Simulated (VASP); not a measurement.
A run of VASP 6.6.1 is set up as follows.

File INCAR:

```
ALGO = Normal
EDIFF = 1E-6
EDIFFG = -0.01
ENCUT = 600
IBRION = 2
ISIF = 3
ISMEAR = 1
KPAR = 2
LASPH = T
LCHARG = F
LREAL = F
LWAVE = F
NELM = 80
NSW = 90
PREC = Accurate
SIGMA = 0.1
```

The input KPOINTS:

```
k-points
0
Gamma
  10 10 10
```

File POSCAR:

```
ZrSi2
1.0
    1.8530000000     -7.3675000000      0.0000000000
    1.8530000000      7.3675000000      0.0000000000
    0.0000000000      0.0000000000      3.6720000000
Zr Si
2 4
Direct
    0.8946000000      0.1054000000      0.2500000000
    0.1054000000      0.8946000000      0.7500000000
    0.5522000000      0.4478000000      0.2500000000
    0.4478000000      0.5522000000      0.7500000000
    0.2496000000      0.7504000000      0.2500000000
    0.7504000000      0.2496000000      0.7500000000
```

Potentials or basis: VASP PAW LDA potentials, release 64 (Zr_sv, Si).

Run with:

```console
$ cat potpaw_LDA.64/Zr_sv/POTCAR potpaw_LDA.64/Si/POTCAR > POTCAR
$ mpirun -np 2 vasp_std > vasp.out
```

Problem. Predict the relaxed volume.

Solution. 16.05 Å³/atom.

Problem. What does it give for the band gap on the k mesh?

Solution. None (metal or under the smearing width).

The path:
```csv
step,energy change (eV),largest force (eV/Å),pressure (GPa),volume (Å³)
1,0.0000,0.1268,-5.11,100.26
2,0.0058,0.2303,6.30,92.72
3,-0.0642,0.1754,0.05,96.47
4,-0.0642,0.1765,0.15,96.40
5,-0.0680,0.0782,0.09,96.33
6,-0.0683,0.0420,0.07,96.30
7,-0.0692,0.0245,-0.11,96.39
8,-0.0694,0.0139,-0.22,96.44
9,-0.0694,0.0073,0.21,96.14
10,-0.0695,0.0095,0.02,96.27
```

LDA usually gives volumes a few per cent too small. Zero-point motion and thermal expansion aren't in these numbers.
